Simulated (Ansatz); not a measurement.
An Ansatz (an electronic-structure program) run. Input:

Ansatz 0.2 input:
```yaml
crystal:
  lattice:
    - [0.0, 3.0785644211, 3.0785644211]
    - [3.0785644211, 0.0, 3.0785644211]
    - [3.0785644211, 3.0785644211, 0.0]
  atoms:
    - { symbol: Sb, position: [0.75, 0.75, 0.75] }
    - { symbol: Al, position: [0.0, 0.0, 0.0] }
kpoints:
  mp_grid: { grid: [6, 6, 6] }
  band_path:
    path:
      - [[0.0, 0.0, 0.0], [0.5, 0.0, 0.5], [0.625, 0.25, 0.625]]  # Γ-X-U
      - [[0.375, 0.375, 0.75], [0.0, 0.0, 0.0], [0.5, 0.5, 0.5], [0.5, 0.25, 0.75], [0.5, 0.0, 0.5]]  # K-Γ-L-W-X
      - [VBM, CBM]
    npoints: 12
basis: { xc_grid: 2 }
hamiltonian:
  xc: pbesol
  pseudopotentials: { kind: paw }
magnetization: { noncollinear: true, spin_orbit: true }
scf:
  n_extra_bands: 12
  convergence: { dr2_threshold: 0.0000000001 }
  occupations: { method: gaussian, width: 0.01 }
checkpoint: { write: soc.run }
output: { eigenvalues: true }
```

Output (shortened):

```
Pseudopotentials: kind: paw_fr
Pseudopotential: Sb, paw_fr, valence charge 15
Pseudopotential: Al, paw_fr, valence charge 3
Functional definition: PBEsol
non-collinear run that drives no moment, with spin-orbit …
Crystal: 2 atoms, lattice volume = 58.355 Å³
Basis set: ecut = 420 eV, 1139 PW (Γ), exchange–correlation on 60×60×60 points (8 copies of the dense FFT grid, shifted against one another)
Bands: 30, of which v1, the nominal top of the filled ones, is band 18 counted from 1 (17 counted from 0)
Symmetry: 24 space group operations + 24 with time reversal
k-points: 16 of 216 (time reversal used)
Projection manifold: j_resolved (fully-relativistic pseudo-atomic orbitals)
PAW frozen core: Sb, regenerated for the run's functional, and the local potential with it
PAW frozen core: Al, regenerated for the run's functional, and the local potential with it
Initial density: superposition of atomic densities (chi_scale 0.1, normalization cell, long waves kept (reshape's long-wave potential 0.00 eV rms))
Initial wavefunctions: pseudopotential atomic-orbital guess
Eigensolver: davidson
Functional: x = pbesol(κ = 0.804, μ = 0.12345679012345678), c = pbesol(β = 0.046)
SCF iter   1: F=—  HF=-6935.310902 eV  |F-HF|=—  |Δ(HF+E_count)|=         —  Δρ=2.74e-2  dr2=4.30e-1  dr2_m=0.00e0 (ungated)  ethr=3.10e-3  |M|=0.00e0 ∫|m|=0.00e0 μB  |m|>n=0.0e0 m-floor=0.0e0 τ_xc=0.0e0  β_m=0.30  ⟨swp⟩=8.4  Hψ=3327  notcnv=0  defer=13
all-band conjugate gradients solve this SCF's bands
preconditioner: auto → none
SCF iter   2: F=—  HF=-6935.254491 eV  |F-HF|=—  |Δ(HF+E_count)|=   5.64e-2  Δρ=1.86e-2  dr2=1.87e-1  dr2_m=0.00e0 (ungated)  ethr=2.39e-3  |M|=0.00e0 ∫|m|=0.00e0 μB  |m|>n=0.0e0 m-floor=0.0e0 τ_xc=0.0e0  β_m=0.59  ⟨swp⟩=1.0  Hψ=608  notcnv=0  defer=31
SCF iter   3: F=—  HF=-6935.215389 eV  |F-HF|=—  |Δ(HF+E_count)|=   3.91e-2  Δρ=2.83e-3  dr2=3.84e-3  dr2_m=0.00e0 (ungated)  ethr=1.04e-3  |M|=0.00e0 ∫|m|=0.00e0 μB  |m|>n=0.0e0 m-floor=0.0e0 τ_xc=0.0e0  β_m=0.52  ⟨swp⟩=3.0  Hψ=750  notcnv=0  defer=72
SCF iter   4: F=—  HF=-6935.213916 eV  |F-HF|=—  |Δ(HF+E_count)|=   1.47e-3  Δρ=1.20e-3  dr2=3.90e-4  dr2_m=0.00e0 (ungated)  ethr=2.13e-5  |M|=0.00e0 ∫|m|=0.00e0 μB  |m|>n=0.0e0 m-floor=0.0e0 τ_xc=0.0e0  β_m=0.76  ⟨swp⟩=2.6  Hψ=802  notcnv=0  defer=94
SCF iter   5: F=—  HF=-6935.213843 eV  |F-HF|=—  |Δ(HF+E_count)|=   7.31e-5  Δρ=3.73e-4  dr2=5.59e-5  dr2_m=0.00e0 (ungated)  ethr=2.17e-6  |M|=0.00e0 ∫|m|=0.00e0 μB  |m|>n=0.0e0 m-floor=0.0e0 τ_xc=0.0e0  β_m=0.67  ⟨swp⟩=2.0  Hψ=772  notcnv=0  defer=94
SCF iter   6: F=—  HF=-6935.213817 eV  |F-HF|=—  |Δ(HF+E_count)|=   2.62e-5  Δρ=5.53e-5  dr2=1.79e-6  dr2_m=0.00e0 (ungated)  ethr=3.11e-7  |M|=0.00e0 ∫|m|=0.00e0 μB  |m|>n=0.0e0 m-floor=0.0e0 τ_xc=0.0e0  β_m=0.68  ⟨swp⟩=2.0  Hψ=546  notcnv=0  defer=94
SCF iter   7: F=—  HF=-6935.213817 eV  |F-HF|=—  |Δ(HF+E_count)|=   2.58e-8  Δρ=7.43e-6  dr2=2.55e-8  dr2_m=0.00e0 (ungated)  ethr=9.93e-9  |M|=0.00e0 ∫|m|=0.00e0 μB  |m|>n=0.0e0 m-floor=0.0e0 τ_xc=0.0e0  β_m=0.77  ⟨swp⟩=3.0  Hψ=682  notcnv=0  defer=94
SCF iter   8: F=—  HF=-6935.213817 eV  |F-HF|=—  |Δ(HF+E_count)|=   2.42e-9  Δρ=1.01e-6  dr2=8.77e-10  dr2_m=0.00e0 (ungated)  ethr=1.42e-10  |M|=0.00e0 ∫|m|=0.00e0 μB  |m|>n=0.0e0 m-floor=0.0e0 τ_xc=0.0e0  β_m=0.81  ⟨swp⟩=2.0  Hψ=508  notcnv=0  defer=94
SCF iter   9: F=-6935.213817 eV  HF=-6935.213817 eV  |F-HF|=8.19e-12  |Δ(HF+E_count)|=  1.82e-11  Δρ=1.47e-7  dr2=2.18e-11  dr2_m=0.00e0 (ungated)  ethr=1.00e-12  |M|=0.00e0 ∫|m|=0.00e0 μB  |m|>n=0.0e0 m-floor=0.0e0 τ_xc=0.0e0  ⟨swp⟩=9.9  Hψ=2044  notcnv=0
SCF 1 converged in 9 iterations: F = -6935.213817 eV  dr2 = 2.18e-11
NSCF: frozen V_eff on 16 k-points
NSCF: frozen V_eff on 16 k-points
NSCF: frozen V_eff on 16 k-points
NSCF: frozen V_eff on 7 k-points
NSCF: frozen V_eff on 8 k-points
NSCF: frozen V_eff on 4 k-points
NSCF: frozen V_eff on 7 k-points
NSCF: frozen V_eff on 7 k-points
NSCF: frozen V_eff on 4 k-points
NSCF: frozen V_eff on 5 k-points
NSCF: frozen V_eff on 5 k-points
NSCF: frozen V_eff on 2 k-points
NSCF: frozen V_eff on 4 k-points
NSCF: frozen V_eff on 87 k-points
SCF converged after 9 iterations
Magnetization: |M| = 0.0000 μB,  M = (+0.0000, +0.0000, +0.0000) μB
Absolute magnetization: 0.0000 μB (∫|m|)
  site 0: m = (+0.0000, +0.0000, +0.0000) μB, |m| = 0.0000 μB  (R = 1.10 Å)
  site 1: m = (+0.0000, +0.0000, +0.0000) μB, |m| = 0.0000 μB  (R = 1.10 Å)
Free energy (F): -6935.213817 eV
Harris-Foulkes:  -6935.213817 eV  (|F-HF|=8.19e-12)
Internal energy: -6935.213817 eV  (E = F + TS)
E sigma→0 (E₀):  -6935.213817 eV
Fermi energy:    6.703659 eV
--- Per-component energies (eV) ---
  E_band       = -207.345327
  E_kinetic    = 230.304716
  E_local      = -1948.790389  (includes V_loc(G=0)·N_el)
  E_nonlocal   = 376.503322
  E_hartree    = 880.518213
  E_xc         = -176.149734
  E_vxc        = -124.836961  (∫ρ·V_xc dr)
  E_paw        = -4959.014231  (= ΣΔE_a)
  E_vpaw       = -501.562603  (= ΣTr[D̂ρ^β])
  E_aug_tail   = -0.000004  (compensation charges beyond the density's cutoff)
  E_ewald      = -1338.940174
  E_core_change = 0.354464  (= ΣΔE_core)
  E_smearing   =  0.000000  (= −TS)
  E_closure    = 0.000000  (closes the sum)
  Σ components = -6935.213817   (vs F -6935.213817, Δ=0.00e0)
  [band-id]    e_kinetic+e_local+e_nonlocal+2·e_hartree+e_vxc+e_vpaw+e_augmentation_tail = -207.345494   (vs E_band -207.345327, Δ=-1.67e-4)
--- Band table (eV; the first three rows and the last of 16) ---
  k-point 0: bands = ["-22.7898", "-22.7898", "-22.7898", "-22.7898", "-21.5581", "-21.5581", "-21.5445", "-21.5445", "-21.5445", "-21.5445", "-4.6658", "-4.6658", "5.5589", "5.5589", "6.2387", "6.2387", "6.2387", "6.2387", "7.5015", "7.5015", "9.0940", "9.0940", "9.1486", "9.1486", "9.1486", "9.1486", "12.3714", "12.3714", "13.7827", "13.7827"]
  k-point 1: bands = ["-22.7897", "-22.7896", "-22.7893", "-22.7893", "-21.5575", "-21.5575", "-21.5447", "-21.5447", "-21.5439", "-21.5437", "-4.4161", "-4.4161", "3.8974", "3.8974", "5.5242", "5.5242", "5.9206", "5.9218", "7.9848", "7.9848", "9.5308", "9.5308", "9.6007", "9.6123", "10.3115", "10.3115", "12.9972", "13.0084", "13.0084", "13.0305"]
  k-point 2: bands = ["-22.7895", "-22.7893", "-22.7882", "-22.7882", "-21.5563", "-21.5563", "-21.5449", "-21.5449", "-21.5424", "-21.5422", "-3.7688", "-3.7688", "1.6520", "1.6520", "5.0923", "5.0923", "5.4763", "5.4775", "7.5027", "7.5027", "9.8020", "9.8020", "9.8554", "9.8650", "12.5003", "12.5003", "13.3971", "13.3971", "13.5907", "13.5907"]
  k-point 15: bands = ["-22.7889", "-22.7882", "-22.7875", "-22.7873", "-21.5556", "-21.5543", "-21.5432", "-21.5429", "-21.5428", "-21.5422", "-2.6845", "-2.6831", "0.6515", "0.7686", "2.9835", "3.2670", "3.4221", "3.4709", "8.6795", "8.7009", "9.0094", "9.1264", "11.9299", "11.9581", "12.2995", "12.4216", "15.0145", "15.2846", "16.2485", "16.2871"]
  band table: 30 of 30 bands, residual norms ≤ 1.0e-3 eV
```

Cost: about 30 core-seconds (a rough figure) on shared cores.

Space group F-43m (zinc blende). The cell was relaxed with PBEsol under the symmetry of its start.

Potentials: the later of the program's two PAW sets.

Ansatz is a plane-wave DFT program.
